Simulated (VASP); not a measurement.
Output of a VASP run:

OSZICAR:
```
       N       E                     dE             d eps       ncg     rms          rms(c)
DAV:   1     0.619526037259E+03    0.61953E+03   -0.23277E+04  5160   0.136E+03
DAV:   2     0.578040306514E+02   -0.56172E+03   -0.54849E+03  5239   0.391E+02
DAV:   3    -0.296082973589E+02   -0.87412E+02   -0.86101E+02  7015   0.178E+02
DAV:   4    -0.348809668239E+02   -0.52727E+01   -0.52263E+01  7765   0.463E+01
DAV:   5    -0.350288135546E+02   -0.14785E+00   -0.14759E+00  7957   0.806E+00    0.188E+01
DAV:   6    -0.347766789894E+02    0.25213E+00   -0.43931E+01  7228   0.889E+01    0.116E+01
DAV:   7    -0.327143279612E+02    0.20624E+01   -0.11191E+01  7013   0.780E+01    0.708E+00
DAV:   8    -0.330402774281E+02   -0.32595E+00   -0.40782E+00  7968   0.161E+01    0.413E+00
DAV:   9    -0.329231559312E+02    0.11712E+00   -0.14756E+00  7112   0.186E+01    0.133E+00
DAV:  10    -0.329157630564E+02    0.73929E-02   -0.16962E-01  7370   0.755E+00    0.537E-01
DAV:  11    -0.329173545028E+02   -0.15914E-02   -0.14580E-02  7802   0.983E-01    0.366E-01
DAV:  12    -0.329168057195E+02    0.54878E-03   -0.31399E-03  7784   0.903E-01    0.152E-01
DAV:  13    -0.329169504345E+02   -0.14471E-03   -0.49484E-04  8061   0.203E-01    0.751E-02
DAV:  14    -0.329169364927E+02    0.13942E-04   -0.56792E-04  7685   0.395E-01    0.374E-02
DAV:  15    -0.329169567359E+02   -0.20243E-04   -0.10557E-04  7295   0.856E-02    0.184E-02
DAV:  16    -0.329169546188E+02    0.21172E-05   -0.11317E-05  5888   0.545E-02    0.706E-03
DAV:  17    -0.329169543432E+02    0.27556E-06   -0.47058E-06  5678   0.229E-02
   1 F= -.32916954E+02 E0= -.32916954E+02  d E =-.679252E-08  mag=    -0.0000
```

**OUTCAR**
```
------------------------ aborting loop because EDIFF is reached ----------------------------------------
  FORCE on cell =-STRESS in cart. coord.  units (eV):
  Direction    XX          YY          ZZ          XY          YZ          ZX
  --------------------------------------------------------------------------------------
  Total        1.0848779      1.0848779      0.8685097      0.0000000      0.0000000      0.0000000
  in kB       10.0953242     10.0953242      8.0819116      0.0000000      0.0000000      0.0000000
  external PRESSURE =       9.4241866 kB  Pullay stress =       0.0000000 kB
  volume of cell :      172.18
      direct lattice vectors                 reciprocal lattice vectors
    -2.774076000  2.774076000  5.593382000     0.000000000  0.180240195  0.089391356
     2.774076000 -2.774076000  5.593382000     0.180240195  0.000000000  0.089391356
     2.774076000  2.774076000 -5.593382000     0.180240195  0.180240195  0.000000000
 POSITION                                       TOTAL-FORCE (eV/Angst)
 -----------------------------------------------------------------------------------
      0.00000      0.00000      5.59338         0.000000     -0.000000      0.000000
      2.77408      0.00000      2.79669         0.000000     -0.000000      0.000000
      0.00000      0.00000      0.00000         0.000000     -0.000000     -0.000000
      0.00000      2.77408      2.79669         0.000000     -0.000000      0.000000
      1.49800      1.38704      6.99173         0.495871      0.000000      0.000000
      4.16111      1.27607     -1.39835        -0.000000     -0.495871      0.000000
      1.27607      1.38704      1.39835        -0.495871     -0.000000      0.000000
     -1.38704      1.49800      4.19504         0.000000      0.495871      0.000000
 -----------------------------------------------------------------------------------
    total drift:                               -0.000053     -0.000053     -0.000042
  FREE ENERGIE OF THE ION-ELECTRON SYSTEM (eV)
  ---------------------------------------------------
  free  energy   TOTEN  =       -32.9169543432 eV

  energy  without entropy=      -32.9169543364  energy(sigma->0) =      -32.91695434

 total charge

# of ion       s       p       d       tot
------------------------------------------
    1        0.804   0.696   9.930  11.431
    2        0.804   0.696   9.930  11.431
    3        0.347   0.330   9.278   9.955
    4        0.347   0.330   9.278   9.955
    5        1.328   2.386   0.000   3.714
    6        1.328   2.386   0.000   3.714
    7        1.328   2.386   0.000   3.714
    8        1.328   2.386   0.000   3.714
--------------------------------------------------
tot          7.613  11.596  38.418  57.627

 magnetization (x)

# of ion       s       p       d       tot
------------------------------------------
    1       -0.000  -0.000   0.000  -0.000
    2        0.000   0.000  -0.000   0.000
    3       -0.000  -0.000   0.000   0.000
    4        0.000   0.000  -0.000  -0.000
    5        0.000   0.000   0.000   0.000
    6        0.000   0.000   0.000   0.000
    7        0.000   0.000   0.000   0.000
    8        0.000   0.000   0.000   0.000
--------------------------------------------------
tot          0.000   0.000   0.000   0.000
```
(Selected blocks of OUTCAR.)

**POSCAR**
```
CuInS2
1
   -2.7740760000     2.7740760000     5.5933820000
    2.7740760000    -2.7740760000     5.5933820000
    2.7740760000     2.7740760000    -5.5933820000
In Cu S
2 2 4
Direct
  0.5000000000   0.5000000000   0.0000000000
  0.2500000000   0.7500000000   0.5000000000
  0.0000000000   0.0000000000   0.0000000000
  0.7500000000   0.2500000000   0.5000000000
  0.8750000000   0.8950000000   0.5200000000
  0.1050000000   0.6250000000   0.9800000000
  0.3750000000   0.3550000000   0.4800000000
  0.6450000000   0.1250000000   0.0200000000
```

Task: Reconstruct the remaining input files.

Result: This is not unique; one that fits is the input of the run itself, PBE GGA, plane waves, VASP's PBE PAW potentials (set 64).

**INCAR**
```
SYSTEM  =  CuInS2
PREC  =  Accurate; ENCUT  =  300; LREAL  =  .FALSE.
LASPH  =  .TRUE.
EDIFF  =  1E-6; NELM  =  100; ALGO  =  Normal
LMAXMIX  =  4
ISMEAR  =  0; SIGMA  =  0.02
GGA  =  PE
MAGMOM  =  0.0 0.0 1.0 -1.0 0.0 0.0 0.0 0.0
ISPIN  =  2
ISIF  =  2
LWAVE  =  .FALSE.; LCHARG  =  .FALSE.; LORBIT  =  11
```

### KPOINTS
```
K-points
0
gamma
 6 6 6
```

POTCAR, in this order: In_d Cu S (PBE.64 set). Program: vasp_std.

At this cut-off the stress carries a Pulay error, which pulls relaxed volumes low.

The structure is a typed CuInS2 crystal. The cell was not relaxed at this level. The run is one of a series of settings (ISPIN = 2, MAGMOM = 0.0 0.0 1.0 -1.0 0.0 0.0 0.0 0.0 against the base run), some of them coarse on purpose.
